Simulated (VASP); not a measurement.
# BN: convergence, optical spectrum of independent particles

BN, F-43m (no. 216), 2 atoms in the cell. LDA, independent-particle dielectric function; PAW potentials N, B (LDA set). VASP 6.6.1.

Wanted: ε at zero frequency, electronic within 1 %; spectrum (imaginary part of ε) within 10 %.

POSCAR:
```
BN
1.0
    0.0000000000      1.8130010000      1.8130010000
    1.8130010000      0.0000000000      1.8130010000
    1.8130010000      1.8130010000      0.0000000000
N B
1 1
Direct
    0.2500000000      0.2500000000      0.2500000000
    0.0000000000      0.0000000000      0.0000000000
```

The series start from Bands in all (NBANDS): 14; Plane-wave cutoff (eV): 450; Energy points: 2000; k mesh: 13 × 13 × 13; Precision mode: Accurate; Electronic algorithm: Normal. Each series keeps the choices made before it, and each single choice may use up half of a tolerance. Times cover all steps of a run.

## Bands in all (NBANDS)

| Bands in all (NBANDS) | ε at zero frequency, electronic | Spectrum (imaginary part of ε), largest deviation against the largest value | Time (s) |
|---|---|---|---|
| 7 | 4.351 | 4.1 % | 3.2 |
| 10 | 4.663 | 2.7 % | 3.4 |
| 14 | 4.73 | 2.2 % | 3.4 |
| 20 | 4.746 | 2.1 % | 3.9 |
| 28 | 4.752 | 1.7 % | 4.2 |
| 44 (reference) | 4.755 | 0 % | 5.4 |

Chosen: 20, the loosest value from which every tighter one stays within half of the tolerance.

## Plane-wave cutoff (eV)

| Plane-wave cutoff (eV) | ε at zero frequency, electronic | Spectrum (imaginary part of ε), largest deviation against the largest value | Time (s) |
|---|---|---|---|
| 240 | 4.749 | 18 % | 2.4 |
| 300 | 4.751 | 5.2 % | 2.6 |
| 360 | 4.752 | 1.7 % | 3.1 |
| 450 | 4.746 | 0.26 % | 3.9 |
| 540 (reference) | 4.747 | 0 % | 5.2 |

Chosen: 360.

## Energy points

| Energy points | ε at zero frequency, electronic | Spectrum (imaginary part of ε), largest deviation against the largest value | Time (s) |
|---|---|---|---|
| default | 4.752 | 47 % | 2.7 |
| 2000 | 4.752 | 0.23 % | 3.1 |
| 4000 (reference) | 4.752 | 0 % | 3.4 |

Chosen: 2000.

## k mesh

| k mesh | ε at zero frequency, electronic | Spectrum (imaginary part of ε), largest deviation against the largest value | Time (s) |
|---|---|---|---|
| 6 × 6 × 6 | 4.856 | 59 % | 2.4 |
| 7 × 7 × 7 | 4.793 | 54 % | 2.4 |
| 10 × 10 × 10 | 4.755 | 42 % | 2.6 |
| 13 × 13 × 13 | 4.752 | 15 % | 3.1 |
| 16 × 16 × 16 | 4.752 | 15 % | 3.5 |
| 21 × 21 × 21 | 4.752 | 11 % | 4.2 |
| 26 × 26 × 26 (reference) | 4.752 | 0 % | 5.8 |

Chosen: 26 × 26 × 26; the next looser run is off by more than half of the tolerance, so convergence isn't shown beyond this value.

## Precision mode

| Precision mode | ε at zero frequency, electronic | Spectrum (imaginary part of ε), largest deviation against the largest value | Time (s) |
|---|---|---|---|
| Accurate | 4.752 | 0 % | 5.8 |
| Normal | 4.752 | 0.055 % | 4.7 |
| Single | 4.752 | 0.0062 % | 5.7 |

Chosen: Normal; it saves 1.1 s of 5.8, so Accurate would do nearly as well.

## Electronic algorithm

| Electronic algorithm | ε at zero frequency, electronic | Spectrum (imaginary part of ε), largest deviation against the largest value | Time (s) |
|---|---|---|---|
| Normal | 4.752 | 0 % | 4.7 |
| Fast | 4.752 | 0.0062 % | 4.5 |
| Exact | 4.752 | 0.0062 % | 24 |

Chosen: Normal; no other choice that stays within half of the tolerance saves 30 % of the time.

## All choices together

| Input | ε at zero frequency, electronic | Spectrum (imaginary part of ε), largest deviation against the largest value | Time (s) |
|---|---|---|---|
| all settings of the optics step left to the defaults, ground-state mesh (naive) | 4.527 | 11 % | 3.0 |
| chosen settings | 4.752 | 0.92 % | 4.7 |
| reference settings throughout | 4.756 | 0 % | 23 |

The chosen settings stay within the tolerance of the reference run, but the reference itself isn't shown to be converged in: k mesh.

## The input

INCAR.step1:
```
PREC = Normal
ENCUT = 360
ISMEAR = 0
SIGMA = 0.02
EDIFF = 1E-7
LASPH = T
KPAR = 4
LWAVE = F
LCHARG = T
GGA = CA
```

INCAR.step2:
```
PREC = Normal
ENCUT = 360
ISMEAR = 0
SIGMA = 0.05
EDIFF = 1E-6
LASPH = T
KPAR = 4
LWAVE = F
LCHARG = F
ICHARG = 11
LOPTICS = T
NBANDS = 20
NEDOS = 2000
CSHIFT = 0.1
ALGO = Normal
GGA = CA
```

KPOINTS.step1:
```
k-points
0
Gamma
  13 13 13
```

KPOINTS.step2:
```
Automatic mesh
0
Gamma
  26 26 26
  0 0 0
```

Commands (each step's output is kept before the next begins):
```
cat potpaw_LDA.64/N/POTCAR potpaw_LDA.64/B/POTCAR > POTCAR
cp INCAR.step1 INCAR
cp KPOINTS.step1 KPOINTS
mpirun -np 4 vasp_std > vasp.out
cp INCAR.step2 INCAR
cp KPOINTS.step2 KPOINTS
mpirun -np 4 vasp_std > vasp.out
```

Limits: The pull between electron and hole is left out; the onset follows the functional's gap, which semilocal functionals usually make too small.

The chosen input took VASP 6.6.1 4.7 s on 4 cores (Intel Xeon Platinum 8488C (Sapphire Rapids)), a shared host.

## An input that fails: one empty band

It runs to its end, but against the unchanged starting input it is off by 37 % in the ε at zero frequency, electronic, 45 % in the spectrum (imaginary part of ε).

Changes against the starting input:
```
(step 2)
- NBANDS = 14
+ NBANDS = 5
```
